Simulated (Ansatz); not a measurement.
# Which way does GaN + AlP ⇌ GaP + AlN run?

Plane-wave DFT in Ansatz with scalar-relativistic PAW potentials, cutoff 420 eV, Γ-centred meshes chosen by cell and gap, Gaussian smearing with energies taken to zero width. Every cell was relaxed (cell and atoms) in a run of its own, within the symmetry of its start. Functional: PBEsol.

Total energies hold large constants for each element; a whole number of eV per atom of each element is taken off below, which cancels in a balanced reaction.

| compound | lowest structure computed | structures tried | V (Å³/atom) | gap on mesh (eV) | E (eV per formula unit, common shift removed) |
| --- | --- | --- | --- | --- | --- |
| GaN | P6_3mc | 2 | 11.37 | 1.88 | -1.8471 |
| AlP | F-43m | 2 | 20.47 | 1.45 | -0.7345 |
| GaP | F-43m | 3 | 20.10 | 1.47 | -1.0570 |
| AlN | P6_3mc | 3 | 10.46 | 4.09 | -2.9583 |

Task: Work out the reaction energy at 0 K.

Result: ΔE = E(GaP) + E(AlN) − E(GaN) − E(AlP) = -1.434 eV, or -138 kJ per mole of reaction (-358 meV/atom). The right side is lower: Ga takes P and Al takes N. Pauling's electronegativities (Al 1.61, Ga 1.81; N 3.04, P 2.19) would pair Al with N, the most ionic bond; the result follows that. All four are computed as solids; where they are solids at ordinary conditions entropy changes little. A lower structure that wasn't tried would shift the value, and mixed crystals may lie lower than either side.